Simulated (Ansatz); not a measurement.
# GaSb (I-4m2): scan of the energy under strain from a Python script

What does a strain cost in GaSb (I-4m2)? Wanted for GaSb (I-4m2): a scan of the energy under strain.

Program: Ansatz 0.2.0 through its Python package. Level of theory: DFT LDA, plane waves, PAW. These are calculated values, not measurements.

### Step 1. The structure

The structure is tetragonal, space group I-4m2 (No. 119). Conventional cell: a = 5.507 Å, b = 5.507 Å, c = 3.181 Å, α = 90.00°, β = 90.00°, γ = 90.00°. Ga (site symmetry -4m2) has 4 Sb at 2.87 Å and 2 Ga at 3.18 Å as nearest neighbours. Sb (site symmetry -4m2) is surrounded by 4 Ga at 2.87 Å and 2 Sb at 3.18 Å.

No structure file is read: the coordinates are typed or built in the script.

### Step 2. The script

The input, strain_gasb.py:

```python
"""A uniaxial strain scan of GaSb."""

import warnings

import ansatz as az
import numpy as np

vectors0 = np.array([
    [-2.753434, 2.753434, 1.590707],
    [2.753434, -2.753434, 1.590707],
    [2.753434, 2.753434, -1.590707],
])
sites = [
    ("Ga", (0.25, 0.75, 0.5)),
    ("Sb", (0.0, 0.0, 0.0)),
]


def make_crystal(cell):
    crystal = az.Crystal(lattice=az.Lattice.of(cell))
    for symbol, position in sites:
        crystal = crystal.atom(symbol, position)
    return crystal

warnings.simplefilter("ignore", az.DeckWarning)

# clamped ions: the fractional positions stay as typed
values = np.linspace(-0.01, 0.01, 7)
energies = []
for d in values:
    strain = np.diag([0, 0, d])
    cell = vectors0 @ (np.eye(3) + strain)
    setup = (
        make_crystal(cell).calculation()
        .functional(az.Functional.LDA)
        .occupations("gaussian", width=0.02)
        .basis(520)
        .kpoints(8, 8, 8)
        .stress()
    )
    report = setup.run().report
    energies.append(report["free_energy_ev"] / len(sites))
    s = report["stress_gpa"]
    print(f"d = {d:+.4f}  stress xx yy zz xy (GPa, compression positive): {s[0][0]:8.3f} {s[1][1]:8.3f} {s[2][2]:8.3f} {s[0][1]:8.3f}")
energies = np.array(energies)

for value, e in zip(values, energies):
    print(f"strain {value:7.3f}   E - Emin = {1000 * (e - energies.min()):9.3f} meV/atom")
curvature = 2 * np.polyfit(values, energies, 3)[1]
volume = abs(np.linalg.det(vectors0)) / len(sites)
print(f"d2E/dd2 over the volume: {curvature / volume * 160.21766:.1f} GPa")
```

### Step 3. Running it

Started as:

```bash
python strain_gasb.py
```

The log of the run:

```text
d = -0.0100  stress xx yy zz xy (GPa, compression positive):   -4.785   -4.785   -1.951    0.000
d = -0.0067  stress xx yy zz xy (GPa, compression positive):   -4.800   -4.800   -2.356    0.000
d = -0.0033  stress xx yy zz xy (GPa, compression positive):   -4.817   -4.817   -2.743    0.000
d = +0.0000  stress xx yy zz xy (GPa, compression positive):   -4.843   -4.843   -3.084    0.000
d = +0.0033  stress xx yy zz xy (GPa, compression positive):   -4.890   -4.890   -3.332    0.000
d = +0.0067  stress xx yy zz xy (GPa, compression positive):   -4.941   -4.941   -3.573    0.000
d = +0.0100  stress xx yy zz xy (GPa, compression positive):   -4.973   -4.973   -3.870    0.000
strain  -0.010   E - Emin =     0.000 meV/atom
strain  -0.007   E - Emin =     1.081 meV/atom
strain  -0.003   E - Emin =     2.362 meV/atom
strain   0.000   E - Emin =     3.827 meV/atom
strain   0.003   E - Emin =     5.440 meV/atom
strain   0.007   E - Emin =     7.170 meV/atom
strain   0.010   E - Emin =     9.036 meV/atom
d2E/dd2 over the volume: 92.1 GPa
```

Run time: 37 s. Hardware: 1 thread of Arm Neoverse V2, shared host; peak memory 0.44 GiB.

### Step 4. The runs side by side

From the records of these 7 runs:

```csv
run,strain,energy from run 1 (meV/atom),pressure (GPa),SCF cycles,CPU time (s)
1,-0.010,0.00,-3.84,6,5.2
2,-0.007,1.08,-3.99,7,5.4
3,-0.003,2.36,-4.13,7,5.7
4,0.000,3.83,-4.26,6,5
5,0.003,5.44,-4.37,6,4.9
6,0.007,7.17,-4.49,6,4.9
7,0.010,9.04,-4.61,6,4.9
```

Energies are free energies F = E - TS of the smeared occupations. 

### Step 5. Summary of results

| quantity | value |
| --- | --- |
| curvature under the strain | 92.1 GPa |
| runs compared | 7 |
| range of energy | 9.04 meV/atom |
| lowest point, strain | -0.010 |

What this shows: Against the unstrained cell the energy per atom changes by -3.83 meV at one end of the scan and +5.21 meV at the other, and its second derivative over the volume is 92.1 GPa. The minimum lies outside the range, as the cell stands under stress. Caveats:
- The mesh is modest for a metal, so energies can be off by several to tens of meV an atom and pressures by half a GPa or more; differences at equal mesh fare better.
- The curvature belongs to this strain pattern and to the cell's stress; it equals a single elastic constant only for simple patterns.
- In a metal a curvature from energy changes of a few meV or less hangs on mesh and smearing, in size and even in sign.
- This cell is a computed structure, which may not be the phase found in nature.
- The ions keep their fractional positions (clamped ions).
